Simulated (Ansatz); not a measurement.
Crystal: Ti.

```
Ti
1.0
     4.56737    0.00000    0.00000
    -2.28369    3.95546    0.00000
     0.00000    0.00000    2.82624
Ti
3
Direct
  0.66667 0.33333 0.50000
  0.33333 0.66667 0.50000
  0.00000 0.00000 0.00000
```

This isn't the form of Ti at room conditions, which is hcp.

| Quantity | Value |
| --- | --- |
| Program | Ansatz 0.2.0 |
| Task | relaxation of cell and atoms |
| Functional | revPBE |
| Potentials or basis | Ansatz PAW |
| Cutoff | 420 eV (not typed: the program's choice for these potentials) |
| k mesh | 7 × 7 × 9 |
| Occupations | fermi-dirac, width 0.05 eV |
| Spin | no spin polarisation |

At the start: volume 17.02 Å³/atom.

How do energy, volume and symmetry change on relaxing?

It ends after 5 steps and the volume is 17.51 Å³/atom (+2.9 %); space group P6/mmm (No. 191, to 0.05 Å).

Step by step:
| step | energy change (eV) | largest force (eV/Å) | volume (Å³) |
| --- | --- | --- | --- |
| 1 | 0.0000 | 0.0000 | 51.06 |
| 2 | -0.0040 | 0.0000 | 53.75 |
| 3 | -0.0141 | 0.0000 | 52.57 |
| 4 | -0.0141 | 0.0000 | 52.53 |
| 5 | -0.0143 | 0.0000 | 52.53 |

Final structure:
```
Ti
1.0
     4.61425    0.00000    0.00000
    -2.30713    3.99606    0.00000
     0.00000    0.00000    2.84874
Ti
3
Direct
  0.66667 0.33333 0.50000
  0.33333 0.66667 0.50000
  0.00000 0.00000 0.00000
```

Caveat: the plane-wave basis is chosen anew once the cell has moved, so the energies of steps on either side of that aren't comparable; the PAW data sets come from PBE, with cores solved anew for the run's functional, which leaves a small shift of forces and pressure.
